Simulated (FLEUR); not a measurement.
Input of a FLEUR MaX-R8.1 (patched build s14) run:

File inp.xml:

```xml
<?xml version="1.0" encoding="UTF-8" standalone="no"?>
<fleurInput fleurInputVersion="0.39">
   <comment>
      BaTiO3                                                                                              
   </comment>
   <calculationSetup>
      <cutoffs Kmax="4.86" Gmax="15.1" GmaxXC="15.1" numbands="0"/>
      <scfLoop itmax="60" minDistance="0.00001" maxIterBroyd="15" imix="Anderson" alpha="0.05" precondParam="0.0" spinf="2.0"/>
      <coreElectrons ctail="T" frcor="F" kcrel="0" coretail_lmax="0"/>
      <xcFunctional name="Rpbe" relativisticCorrections="F"/>
      <magnetism jspins="1"/>
      <soc l_soc="F" theta="0.0" phi="0.0" spav="F"/>
      <expertModes spex="0" secvar="F"/>
      <geometryOptimization l_f="F" forcealpha="1.0" forcemix="BFGS" epsdisp="0.00001" epsforce="0.00001"/>
      <ldaU l_linMix="F" mixParam="0.05" spinf="1.0"/>
   </calculationSetup>
   <cell>
      <bzIntegration valenceElectrons="50.0" mode="hist" fermiSmearingEnergy="0.00183747">
         <kPointListSelection listName="default-1"/>
         <!-- k-points included here -->
         <xi:include xmlns:xi="http://www.w3.org/2001/XInclude" href="kpts.xml"> </xi:include>
      </bzIntegration>
      <!-- symmetry operations included here -->
      <xi:include xmlns:xi="http://www.w3.org/2001/XInclude" href="sym.xml"> </xi:include>
      <bulkLattice scale="1.0">
         <bravaisMatrix>
            <row-1>    7.5585265531750796     0.0000000000000000     0.0000000000000000</row-1>
            <row-2>    0.0000000000000000     7.5585265531750796     0.0000000000000000</row-2>
            <row-3>    0.0000000000000000     0.0000000000000000     7.5929195686427988</row-3>
         </bravaisMatrix>
      </bulkLattice>
   </cell>
   <atomSpecies>
      <species name="Barium (Ba)" element="Ba" atomicNumber="56">
         <mtSphere radius="2.66" gridPoints="879" logIncrement="0.015"/>
         <atomicCutoffs lmax="11" lnonsphr="8"/>
         <electronConfig flipSpins="F">
            <coreConfig>(1s1/2) (2s1/2) (2p1/2) (2p3/2) (3s1/2) (3p1/2) (3p3/2) (4s1/2) (3d3/2) (3d5/2) (4p1/2) (4p3/2)</coreConfig>
[... 19 lines left out ...]
         <energyParameters s="4" p="4" d="3" f="4"/>
         <lo type="SCLO" l="0" n="3" eDeriv="0"/>
         <lo type="SCLO" l="1" n="3" eDeriv="0"/>
         <lo type="SCLO" l="1" n="3" eDeriv="1"/>
         <lo type="SCLO" l="2" n="3" eDeriv="2"/>
         <lo type="SCLO" l="3" n="4" eDeriv="2"/>
      </species>
      <species name="Oxygen (O)" element="O" atomicNumber="8">
         <mtSphere radius="1.44" gridPoints="477" logIncrement="0.022"/>
         <atomicCutoffs lmax="8" lnonsphr="6"/>
         <electronConfig flipSpins="F">
            <coreConfig>(1s1/2)</coreConfig>
            <valenceConfig>(2s1/2) (2p1/2) (2p3/2)</valenceConfig>
            <stateOccupation state="(2p1/2)" spinUp="0.666667" spinDown="0.666667"/>
            <stateOccupation state="(2p3/2)" spinUp="1.333333" spinDown="1.333333"/>
         </electronConfig>
         <energyParameters s="2" p="2" d="3" f="4"/>
         <lo type="SCLO" l="0" n="2" eDeriv="2"/>
         <lo type="SCLO" l="1" n="2" eDeriv="2"/>
         <lo type="SCLO" l="2" n="3" eDeriv="2"/>
      </species>
   </atomSpecies>
   <atomGroups>
      <atomGroup species="Barium (Ba)">
         <relPos label="                   1">.0000000000 .0000000000 .0000000000</relPos>
         <force calculate="T" relaxXYZ="TTT"/>
      </atomGroup>
      <atomGroup species="Titanium (Ti)">
         <relPos label="                   2">1.000/2.000 1.000/2.000 .4900000000</relPos>
         <force calculate="T" relaxXYZ="TTT"/>
      </atomGroup>
      <atomGroup species="Oxygen (O)">
         <relPos label="                   3">.0000000000 1.000/2.000 -.4830000000</relPos>
         <relPos label="                   4">1.000/2.000 .0000000000 -.4830000000</relPos>
         <force calculate="T" relaxXYZ="TTT"/>
      </atomGroup>
      <atomGroup species="Oxygen (O)">
         <relPos label="                   5">1.000/2.000 1.000/2.000 .0190000000</relPos>
         <force calculate="T" relaxXYZ="TTT"/>
      </atomGroup>
   </atomGroups>
   <output dos="F" band="F" slice="F">
      <checks vchk="F" cdinf="F"/>
      <bandDOS minEnergy="-.5*Htr" maxEnergy="0.5*Htr" sigma="0.015" storeEVData="T"/>
      <vacuumDOS vacdos="F" integ="F" star="F" nstars="0" locx1="0.0" locy1="0.0" locx2="0.0" locy2="0.0" nstm="0" tworkf="0.0"/>
      <unfoldingBand unfoldBand="F" supercellX="1" supercellY="1" supercellZ="1"/>
      <plotting iplot="0" polar="F">
         <plot TwoD="T" vec1="  1.0  0.0  0.0" vec2="  0.0  1.0  0.0" vec3="  0.0  0.0  1.0" zero="  0.0  0.0  0.0" file="plot"/>
      </plotting>
      <chargeDensitySlicing numkpt="0" minEigenval="0.0" maxEigenval="0.0" nnne="0" pallst="F"/>
      <specialOutput eonly="F"/>
      <magneticCircularDichroism mcd="F" energyLo="-10.0" energyUp="0.0"/>
   </output>
  <!-- We include the file relax.xml here to enable relaxations (see documentation) -->
  <xi:include xmlns:xi="http://www.w3.org/2001/XInclude" href="relax.xml"> <xi:fallback/> </xi:include>
</fleurInput>
```

Contents of crystal.txt:

```
BaTiO3
&input cartesian=F /
3.9998000000  0.0000000000  0.0000000000
0.0000000000  3.9998000000  0.0000000000
0.0000000000  0.0000000000  4.0180000000
1.8897261246
1.0 1.0 1.0

5
56 0.0000000000  0.0000000000  0.0000000000
22 0.5000000000  0.5000000000  0.4900000000
8 0.0000000000  0.5000000000  0.5170000000
8 0.5000000000  0.0000000000  0.5170000000
8 0.5000000000  0.5000000000  0.0190000000

&kpt div1=7 div2=7 div3=7 gamma=T /
```

Contents of inp.xml (bands):

```
<?xml version="1.0" encoding="UTF-8" standalone="no"?>
<fleurInput fleurInputVersion="0.39">
   <comment>
      BaTiO3                                                                                              
   </comment>
   <calculationSetup>
      <cutoffs Kmax="4.86" Gmax="15.1" GmaxXC="15.1" numbands="0"/>
      <scfLoop itmax="60" minDistance="0.00001" maxIterBroyd="15" imix="Anderson" alpha="0.05" precondParam="0.0" spinf="2.0"/>
      <coreElectrons ctail="T" frcor="F" kcrel="0" coretail_lmax="0"/>
      <xcFunctional name="Rpbe" relativisticCorrections="F"/>
      <magnetism jspins="1"/>
      <soc l_soc="F" theta="0.0" phi="0.0" spav="F"/>
      <expertModes spex="0" secvar="F"/>
      <geometryOptimization l_f="F" forcealpha="1.0" forcemix="BFGS" epsdisp="0.00001" epsforce="0.00001"/>
      <ldaU l_linMix="F" mixParam="0.05" spinf="1.0"/>
   </calculationSetup>
   <cell>
      <bzIntegration valenceElectrons="50.0" mode="hist" fermiSmearingEnergy="0.00183747">
         <kPointListSelection listName="path-1"/>
         <!-- k-points included here -->
         <xi:include xmlns:xi="http://www.w3.org/2001/XInclude" href="kpts.xml"> </xi:include>
      </bzIntegration>
      <!-- symmetry operations included here -->
      <xi:include xmlns:xi="http://www.w3.org/2001/XInclude" href="sym.xml"> </xi:include>
      <bulkLattice scale="1.0">
         <bravaisMatrix>
            <row-1>    7.5585265531750796     0.0000000000000000     0.0000000000000000</row-1>
            <row-2>    0.0000000000000000     7.5585265531750796     0.0000000000000000</row-2>
            <row-3>    0.0000000000000000     0.0000000000000000     7.5929195686427988</row-3>
         </bravaisMatrix>
      </bulkLattice>
   </cell>
   <atomSpecies>
      <species name="Barium (Ba)" element="Ba" atomicNumber="56">
         <mtSphere radius="2.66" gridPoints="879" logIncrement="0.015"/>
         <atomicCutoffs lmax="11" lnonsphr="8"/>
         <electronConfig flipSpins="F">
            <coreConfig>(1s1/2) (2s1/2) (2p1/2) (2p3/2) (3s1/2) (3p1/2) (3p3/2) (4s1/2) (3d3/2) (3d5/2) (4p1/2) (4p3/2)</coreConfig>
            <valenceConfig>(5s1/2) (4d3/2) (4d5/2) (5p1/2) (5p3/2) (6s1/2)</valenceConfig>
[... 19 lines left out ...]
         <lo type="SCLO" l="0" n="3" eDeriv="0"/>
         <lo type="SCLO" l="1" n="3" eDeriv="0"/>
         <lo type="SCLO" l="1" n="3" eDeriv="1"/>
         <lo type="SCLO" l="2" n="3" eDeriv="2"/>
         <lo type="SCLO" l="3" n="4" eDeriv="2"/>
      </species>
      <species name="Oxygen (O)" element="O" atomicNumber="8">
         <mtSphere radius="1.44" gridPoints="477" logIncrement="0.022"/>
         <atomicCutoffs lmax="8" lnonsphr="6"/>
         <electronConfig flipSpins="F">
            <coreConfig>(1s1/2)</coreConfig>
            <valenceConfig>(2s1/2) (2p1/2) (2p3/2)</valenceConfig>
            <stateOccupation state="(2p1/2)" spinUp="0.666667" spinDown="0.666667"/>
            <stateOccupation state="(2p3/2)" spinUp="1.333333" spinDown="1.333333"/>
         </electronConfig>
         <energyParameters s="2" p="2" d="3" f="4"/>
         <lo type="SCLO" l="0" n="2" eDeriv="2"/>
         <lo type="SCLO" l="1" n="2" eDeriv="2"/>
         <lo type="SCLO" l="2" n="3" eDeriv="2"/>
      </species>
   </atomSpecies>
   <atomGroups>
      <atomGroup species="Barium (Ba)">
         <relPos label="                   1">.0000000000 .0000000000 .0000000000</relPos>
         <force calculate="T" relaxXYZ="TTT"/>
      </atomGroup>
      <atomGroup species="Titanium (Ti)">
         <relPos label="                   2">1.000/2.000 1.000/2.000 .4900000000</relPos>
         <force calculate="T" relaxXYZ="TTT"/>
      </atomGroup>
      <atomGroup species="Oxygen (O)">
         <relPos label="                   3">.0000000000 1.000/2.000 -.4830000000</relPos>
         <relPos label="                   4">1.000/2.000 .0000000000 -.4830000000</relPos>
         <force calculate="T" relaxXYZ="TTT"/>
      </atomGroup>
      <atomGroup species="Oxygen (O)">
         <relPos label="                   5">1.000/2.000 1.000/2.000 .0190000000</relPos>
         <force calculate="T" relaxXYZ="TTT"/>
      </atomGroup>
   </atomGroups>
   <output dos="F" band="T" slice="F">
      <checks vchk="F" cdinf="F"/>
      <bandDOS minEnergy="-.5*Htr" maxEnergy="0.5*Htr" sigma="0.015" storeEVData="T"/>
      <vacuumDOS vacdos="F" integ="F" star="F" nstars="0" locx1="0.0" locy1="0.0" locx2="0.0" locy2="0.0" nstm="0" tworkf="0.0"/>
      <unfoldingBand unfoldBand="F" supercellX="1" supercellY="1" supercellZ="1"/>
      <plotting iplot="0" polar="F">
         <plot TwoD="T" vec1="  1.0  0.0  0.0" vec2="  0.0  1.0  0.0" vec3="  0.0  0.0  1.0" zero="  0.0  0.0  0.0" file="plot"/>
      </plotting>
      <chargeDensitySlicing numkpt="0" minEigenval="0.0" maxEigenval="0.0" nnne="0" pallst="F"/>
      <specialOutput eonly="F"/>
      <magneticCircularDichroism mcd="F" energyLo="-10.0" energyUp="0.0"/>
   </output>
  <!-- We include the file relax.xml here to enable relaxations (see documentation) -->
  <xi:include xmlns:xi="http://www.w3.org/2001/XInclude" href="relax.xml"> <xi:fallback/> </xi:include>
</fleurInput>
```

Potentials or basis: all-electron, FLAPW.

Command:

```sh
$ inpgen -f crystal.txt -profile fastHighL
$ # inp.xml edited to the form shown
$ fleur
$ fleur   # second run, on inp.xml (bands)
```

(1) Estimate the band gap on the k mesh.

(2) Predict the band gap along the path.

Answers

(1) 2.03 eV, indirect (least direct gap 2.20 eV).

(2) 1.94 eV, indirect (least direct gap 2.20 eV).

Caveat: spin-orbit coupling is left out, which moves the levels of the heavy elements; the mesh misses the band edges, which the band path finds closer together.
